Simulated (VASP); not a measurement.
A run of VASP 6.6.1 is set up as follows.

File INCAR:

```
  PREC = Accurate
  ENCUT = 520
  EDIFF = 1E-7
  ISMEAR = 0
  SIGMA = 0.1
  LREAL = False
  LASPH = True
  NELM = 80
  ALGO = Normal
  ISIF = 2
  LWAVE = False
  LCHARG = False
  GGA = PE
  NBANDS = 48
```

The input KPOINTS:

```
Automatic mesh
0
Gamma
  3 3 3
```

POSCAR

```
Au
1.0
    0.0000000000      4.1384880000      4.1384880000
    4.1384880000      0.0000000000      4.1384880000
    4.1384880000      4.1384880000      0.0000000000
Au
7
Direct
    0.0001547667      0.0012244810     -0.0024853280
    0.0002395803      0.5012194067     -0.0025264058
    0.0002421174      0.5011342307      0.4975150345
    0.5001264955      0.0012706331     -0.0024229864
    0.5001894412      0.0012717205      0.4974727485
    0.5002033351      0.5014487175     -0.0026907170
    0.5000572673      0.5013265714      0.4974502765
```

Potentials or basis: VASP PAW PBE potentials, release 64 (Au).

Launch:

```bash
$ cat potpaw_PBE.64/Au/POTCAR > POTCAR
$ mpirun -np 1 vasp_std > vasp.out
```

**Question.** Predict the largest force.

**Answer.** 0.004 eV/Å.

**Question.** Estimate the band gap on the k mesh.

**Answer.** None (metal or under the smearing width).

Forces in eV/Å, atoms in the order of the input:
```
Au   0.001 -0.001  0.000
Au   0.002 -0.001 -0.001
Au   0.000 -0.003  0.000
Au  -0.001 -0.001  0.002
Au   0.000  0.000  0.001
Au  -0.001  0.003 -0.003
Au  -0.001  0.002  0.001
```

Caveat: the k mesh is coarse (spacing up to 0.44 Å⁻¹), so the values aren't converged. The run has no spin-orbit coupling, so splittings on Au are missing.
